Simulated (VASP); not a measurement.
# H2C18O in VASP: notebook, part 3 of 3

VASP 6.6.1.

## Step 4: Single point, PBEsol

The input, INCAR:

```
SYSTEM = H2C18O
PREC = Accurate ; ENCUT = 520
EDIFF = 1E-7 ; ISMEAR = 0
SIGMA = 0.05 ; LREAL = Auto
LASPH = .TRUE. ; NELM = 100
ALGO = Fast ; ISIF = 2
LWAVE = .FALSE. ; LCHARG = .TRUE.
GGA = PS ; LELF = .TRUE.
LVHAR = .TRUE. ; NBANDS = 56
```

The input, KPOINTS:

```
Automatic mesh
0
G
  2 2 1
  0 0 0
```

The input, POSCAR:

```
H2C18O
1.0
    7.3980000000      0.0000000000      0.0000000000
   -3.6990000000      6.4068560000      0.0000000000
    0.0000000000      0.0000000000     12.0000000000
C O H
18 1 2
Direct
   -0.0048790381     -0.0033055215      0.0641588333
    0.2176519277      0.1079115872      0.0642030000
   -0.0059889139      0.3313292823      0.0640843333
    0.2185204842      0.4435370484      0.0643372500
   -0.0034901592      0.6656949992      0.0640863333
    0.2162300401      0.7756568901      0.0641430000
    0.3276063863     -0.0018664381      0.0641711667
    0.5519417040      0.1102851383      0.0641617500
    0.3299228080      0.3322270705      0.0642712500
    0.5496909231      0.4422242360      0.0641948333
    0.3285548217      0.6635727415      0.0642795000
    0.5511636688      0.7747942204      0.0641833333
    0.6632008320     -0.0009327508      0.0641405000
    0.8829054566      0.1088501131      0.0641065833
    0.6618394559      0.3300263031      0.0641262500
    0.8843165967      0.4413398709      0.0640488333
    0.6609678519      0.6648310810      0.0641467500
    0.8852954029      0.7769554989      0.0641315000
    1.2048068109      0.5187950221      0.3430195000
    1.2784658227      0.4630278876      0.3847217500
    1.2397159075      0.5107275706      0.2656166667
```

Potentials or basis: VASP PAW PBE potentials, release 64 (C, O, H).

Started as:

```bash
$ cat potpaw_PBE.64/C/POTCAR potpaw_PBE.64/O/POTCAR potpaw_PBE.64/H/POTCAR > POTCAR
$ mpirun -np 1 vasp_std > vasp.out
```

OUTCAR:

```text
SYSTEM = H2C18O
   PREC = Accurate
   ENCUT = 520
   EDIFF = 1E-7
   ISMEAR = 0
   LREAL = Auto
   LASPH = .TRUE.
   NELM = 100
   ISIF = 2
   GGA = PS

 ion  position               nearest neighbor table
   1  0.995  0.997  0.064-  18 1.41   2 1.43  14 1.44
   2  0.218  0.108  0.064-   7 1.41   1 1.43   9 1.44
   3  0.994  0.331  0.064-  16 1.41  14 1.43   4 1.44
   4  0.219  0.444  0.064-  11 1.41   9 1.43   3 1.44
   5  0.997  0.666  0.064-   6 1.41  18 1.43  16 1.44
   6  0.216  0.776  0.064-   5 1.41   7 1.43  11 1.44
[... 10 lines left out ...]
  17  0.661  0.665  0.064-  12 1.41  10 1.43  18 1.44
  18  0.885  0.777  0.064-   1 1.41   5 1.43  17 1.44
  19  0.205  0.519  0.343-  20 0.97  21 0.97
  20  0.278  0.463  0.385-  19 0.97
  21  0.240  0.511  0.266-  19 0.97

  LATTYP: Found a hexagonal cell.
 ALAT       =     7.3980000000
 C/A-ratio  =     1.6220600162

  Lattice vectors:

 A1 = (   7.3980000000,   0.0000000000,   0.0000000000)
 A2 = (  -3.6990000000,   6.4068560000,   0.0000000000)
 A3 = (   0.0000000000,   0.0000000000,  12.0000000000)

Analysis of symmetry for initial positions (statically):
[... 198 lines left out ...]
 Fermi energy:        -1.8453416088

 k-point     1 :       0.0000    0.0000    0.0000
  band No.  band energies     occupation
      1     -22.3167      2.00000
      2     -21.3301      2.00000
      3     -18.8263      2.00000
      4     -18.7981      2.00000
      5     -18.7602      2.00000
      6     -18.7465      2.00000
[... 209 lines left out ...]
     51       4.0865      0.00000
     52       4.4841      0.00000
 [bands above 52 left out]

------------------------ aborting loop because EDIFF is reached ----------------------------------------

  FORCE on cell =-STRESS in cart. coord.  units (eV):
  Direction    XX          YY          ZZ          XY          YZ          ZX
  --------------------------------------------------------------------------------------
  -------------------------------------------------------------------------------------
  Total       -1.9277325     -1.9278366      0.0021746     -0.0218541     -0.0263390      0.0613442
  in kB       -5.4302123     -5.4305057      0.0061256     -0.0615607     -0.0741942      0.1727998
  external PRESSURE =      -3.6181975 kB  Pullay stress =       0.0000000 kB

 VOLUME and BASIS-vectors are now :
 -----------------------------------------------------------------------------
  energy-cutoff  :      520.00
  volume of cell :      568.78
      direct lattice vectors                 reciprocal lattice vectors
     7.398000000  0.000000000  0.000000000     0.135171668  0.078041398  0.000000000
    -3.699000000  6.406856000  0.000000000     0.000000000  0.156082796  0.000000000
     0.000000000  0.000000000 12.000000000     0.000000000  0.000000000  0.083333333

 POSITION                                       TOTAL-FORCE (eV/Angst)
 -----------------------------------------------------------------------------------
      3.67513      6.38568      0.76991        -0.004955      0.006704     -0.002422
      1.21102      0.69137      0.77044         0.000764      0.006665     -0.004668
      6.12811      2.12278      0.76901         0.001964      0.006765      0.000288
     -0.02403      2.84168      0.77205        -0.012051     -0.002406      0.001364
      4.90977      4.26501      0.76904         0.003628     -0.008829      0.000961
     -1.26948      4.96952      0.76972         0.001613     -0.007629      0.000646
[... 13 lines left out ...]
      0.34735      2.96655      4.61666         0.089243     -0.046601      0.118567
     -0.11576      3.27216      3.18740         0.001120      0.012037     -0.144861
 -----------------------------------------------------------------------------------
    total drift:                               -0.009829      0.000705     -0.071772

  FREE ENERGIE OF THE ION-ELECTRON SYSTEM (eV)
  ---------------------------------------------------
  free  energy   TOTEN  =      -187.4525235372 eV

  energy  without entropy=     -187.4521808045  energy(sigma->0) =     -187.45235217
```

Run time: 2.9 min. Hardware: 1 thread of Intel Xeon Platinum 8559C (Emerald Rapids), shared host; peak memory 0.61 GiB.

Results:

- Free energy: -187.4525 eV
- Largest force: 0.156 eV/Å
- Band gap on the k mesh: 0.20 eV, direct

Forces on the atoms (eV/Å):
```
C   -0.005  0.007 -0.002
C    0.001  0.007 -0.005
C    0.002  0.007  0.000
C   -0.012 -0.002  0.001
C    0.004 -0.009  0.001
C    0.002 -0.008  0.001
C    0.003  0.005  0.000
C   -0.005 -0.006 -0.002
C    0.000 -0.007  0.001
C    0.011  0.000  0.000
C   -0.012  0.001  0.001
C    0.002  0.008  0.001
C    0.001 -0.006 -0.003
C    0.005 -0.005  0.000
C   -0.006  0.002 -0.001
C    0.004  0.009  0.002
C    0.009  0.001 -0.001
C   -0.006 -0.005 -0.001
O   -0.087  0.036  0.034
H    0.089 -0.047  0.119
H    0.001  0.012 -0.145
```

Caveat: the k mesh is coarse (spacing up to 0.49 Å⁻¹), so the values aren't converged; the PAW data sets were made with another functional, which shifts forces and pressure a little.

## Step 5: Single point, PBEsol

The input, INCAR:

```
SYSTEM = H2C18O
ALGO = Fast
EDIFF = 1E-7
ENCUT = 520
GGA = PS
ISIF = 2
ISMEAR = 0
LASPH = .TRUE.
LCHARG = .FALSE.
LREAL = Auto
LWAVE = .FALSE.
NBANDS = 56
NELM = 100
PREC = Accurate
SIGMA = 0.05
```

The input, KPOINTS:

```
k-points
0
G
  2 2 1
  0 0 0
```

The input, POSCAR:

```
H2C18O
1.0
    7.3980000000      0.0000000000      0.0000000000
   -3.6990000000      6.4068560000      0.0000000000
    0.0000000000      0.0000000000     12.0000000000
C O H
18 1 2
Direct
   -0.0039016907     -0.0029707239      0.0643608333
    0.2180254885      0.1079349996      0.0644120833
   -0.0054473794      0.3312460901      0.0643432500
    0.2193540877      0.4436349124      0.0645060000
   -0.0029417775      0.6660621060      0.0643015000
    0.2170602993      0.7761306013      0.0643156667
    0.3281344140     -0.0019777251      0.0643569167
    0.5527841078      0.1103368017      0.0643495833
    0.3304543780      0.3325843440      0.0644855000
    0.5505441598      0.4427352511      0.0643979167
    0.3295296905      0.6639250203      0.0643572500
    0.5515207823      0.7748374554      0.0642725000
    0.6637298460     -0.0005843740      0.0642978333
    0.8837210218      0.1093466124      0.0643210000
    0.6628200684      0.3303614128      0.0643488333
    0.8847063707      0.4413994945      0.0643005833
    0.6615051069      0.6647455476      0.0642945000
    0.8861379224      0.7770109083      0.0643260000
    1.2656310918      0.5254530459      0.3444652500
    1.3383632332      0.4623550147      0.3802195000
    1.2733741569      0.5011148994      0.2653004167
```

Started as:

```bash
$ cat potpaw_PBE.64/C/POTCAR potpaw_PBE.64/O/POTCAR potpaw_PBE.64/H/POTCAR > POTCAR
$ mpirun -np 1 vasp_std > vasp.out
```

Wall time 2.8 min (1 thread of Intel Xeon Platinum 8559C (Emerald Rapids), shared host); peak memory 0.58 GiB.

Results (log left out):

```yaml
Free_energy: -187.4527 eV
Largest_force: 0.147 eV/Å
Band_gap_on_the_k_mesh: 0.20 eV, direct
```

Forces in eV/Å, atoms in the order of the input:
```
C   -0.005  0.006 -0.004
C   -0.005  0.007 -0.003
C   -0.001  0.000  0.001
C   -0.001 -0.001  0.003
C    0.002 -0.003  0.001
C    0.001 -0.003  0.001
C    0.006  0.001  0.001
C   -0.004 -0.005 -0.004
C    0.001  0.000  0.002
C    0.005 -0.001 -0.003
C   -0.003  0.005  0.000
C    0.001  0.002 -0.002
C   -0.005 -0.008 -0.003
C    0.005 -0.002  0.002
C   -0.001 -0.002  0.000
C    0.001  0.002  0.001
C    0.004  0.002 -0.003
C   -0.004  0.001  0.001
O   -0.072  0.047  0.043
H    0.092 -0.046  0.104
H   -0.018  0.000 -0.140
```

Levels at points of the mesh, in eV from the valence-band top:
```csv
k point,band 36,band 37,band 38,band 39,band 40,band 41,band 42,band 43,band 44,band 45
"(0.00, 0.00, 0.00)",-2.90,-2.90,-2.37,-0.02,0.00,0.20,0.22,3.31,4.50,4.90
"(0.50, 0.00, 0.00)",-2.60,-2.55,-2.52,-2.34,-2.26,1.75,2.57,2.59,2.62,2.66
"(0.00, 0.50, 0.00)",-2.58,-2.56,-2.55,-2.36,-2.23,1.75,2.56,2.59,2.64,2.67
"(0.50, 0.50, 0.00)",-2.58,-2.56,-2.53,-2.34,-2.26,1.75,2.57,2.59,2.64,2.66
```

Caveat: the k mesh is coarse (spacing up to 0.49 Å⁻¹), so the values aren't converged; the PAW data sets were made with another functional, which shifts forces and pressure a little. PBEsol gaps usually lie below the measured ones, often by a third to a half.
